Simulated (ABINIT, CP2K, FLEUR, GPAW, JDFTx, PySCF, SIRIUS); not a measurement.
**W: equilibrium volume by level of theory**

It takes space group Im-3m (No. 229, cubic). Conventional cell: a = 3.165 Å, b = 3.165 Å, c = 3.165 Å, α = 90.00°, β = 90.00°, γ = 90.00°. Around W (site symmetry m-3m) lie 8 W at 2.74 Å.

| rung | level | program and potentials | cutoff (eV) | k mesh | smearing | task | equilibrium volume (Å³/atom) | miss | notes |
| --- | --- | --- | --- | --- | --- | --- | --- | --- | --- |
| LDA | LDA | PySCF, DZVP-MOLOPT-SR/GTH-PBE (potentials made for PBE) | - | 4 × 4 × 4 | fermi-dirac 0.05 | equation of state | 15.45 | -2.6 % | coarse mesh; atomic basis; potentials made for PBE |
| GGA | PBE | ABINIT, PseudoDojo NC SR PBE v0.4.1 standard | 1007 | 9 × 9 × 9 | fermi-dirac 0.05 | relaxation of cell and atoms | 16.13 | +1.7 % | - |
| GGA | PBEsol | FLEUR, all-electron, FLAPW | - | 12 × 12 × 12 | fermi-dirac 0.05 | equation of state | 15.70 | -1.0 % | - |
| GGA | PBEsol | GPAW, PAW data sets generated for this functional | 600 | 12 × 12 × 12 | fermi-dirac 0.05 | equation of state | (a) | ? | - |
| GGA | PBEsol | JDFTx, PseudoDojo-SR-PBEsol-0.4.1-standard with smoothed tails | 1007 | 12 × 12 × 12 | fermi-dirac 0.05 | equation of state | 15.71 | -0.9 % | - |
| GGA | PBEsol | PySCF, DZVP-MOLOPT-SR/GTH-PBE (potentials made for PBE) | - | 4 × 4 × 4 | fermi-dirac 0.05 | equation of state | 15.61 | -1.6 % | coarse mesh; atomic basis; potentials made for PBE |
| GGA | PBEsol | SIRIUS, PseudoDojo 0.4.1 PBEsol standard (scalar relativistic) | 1030 | 12 × 12 × 12 | fermi-dirac 0.05 | equation of state | 15.71 | -0.9 % | - |
| meta-GGA | r2SCAN | CP2K, POTENTIAL_UZH W GTH-SCAN-q14; TZVP-MOLOPT-SCAN-GTH basis | - | 12 × 12 × 12 | fermi-dirac 0.05 | equation of state | 15.64 | -1.4 % | atomic basis |

All rows: no spin polarisation. Smearing widths are in eV. For a metal such meshes aren't converged. Meshes differ between rows, which moves values too. Meshes are those of the run's cell of 1 atom unless a note names another. Relaxations start from the cell shown or near it and stop with a little pressure left. Misses use the values as printed. Runs on faulty files, with rough fits or with known faults for this quantity aren't shown. No row holds spin-orbit coupling.

Measured: 15.86 Å³/atom at 297.95 K (a printed reference work). The runs are for a static lattice.

Q: Estimate the value left out from the other rows.

A: (a) 15.68 Å³/atom, miss -1.1 %.
